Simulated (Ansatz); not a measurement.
One crystal and one scan (scan of one atom of the cell) at two levels, r2SCAN (plane waves to 500 eV, PAW, scalar-relativistic; Ansatz, an electronic-structure program) and PBE (plane waves to 420 eV, PAW, scalar-relativistic; Ansatz), each from its own relaxed cell and on its own mesh. The cell shown is that of r2SCAN.

Relaxed ZnTe (zinc blende):

```
CELL_PARAMETERS angstrom
      0.00000     3.05670     3.05670
      3.05670     0.00000     3.05670
      3.05670     3.05670     0.00000
ATOMIC_POSITIONS crystal
  Te 0.75000 0.75000 0.75000
  Zn 0.00000 0.00000 0.00000
```

Scan: atom 1 (Te, nearest neighbour Zn at 2.647 Å; its periodic images, 4.3 Å or more away, move with it) is displaced along Cartesian x, direction (1.000, 0.000, 0.000) in Cartesian axes, by s. The other atoms stay.

Energies are smeared free energies. Spin-orbit coupling is left out, though Te is heavy. ZnTe was relaxed with its symmetry unable to fall. Percentages come from the unrounded values.

Results of r2SCAN:

| Property | Result |
|---|---|
| Lattice constant a (Å) | 6.113 |
| Force constant k = d²E/ds² at s = 0 (finite differences) (eV/Å²) | 4.93 |
| Zone-centre optical wavenumber from k (transverse: no LO-TO term) (cm⁻¹) | 176 |
| Shape of the curve | a single well with its minimum at or next to zero displacement |

Task: Estimate the PBE values.

Result: 
| quantity | PBE | r2SCAN − PBE |
|---|---|---|
| Lattice constant a (Å) | 6.179 | -0.066 (-1.1 %) |
| Force constant k = d²E/ds² at s = 0 (finite differences) (eV/Å²) | 4.50 | +0.43 (+9.7 %) |
| Zone-centre optical wavenumber from k (transverse: no LO-TO term) (cm⁻¹) | 168 | +8 (+5 %) |

r2SCAN gives the higher value for: force constant k = d²E/ds² at s = 0; zone-centre optical wavenumber from k. r2SCAN gives the lower value for: lattice constant a. Both give the same shape of the curve: a single well with its minimum at or next to zero displacement. Neither level is exact: the differences show how much the result hangs on the functional.

(A displaced cell: forces are minus the slopes of the energy, force constants its curvatures, and phonons follow from these.)
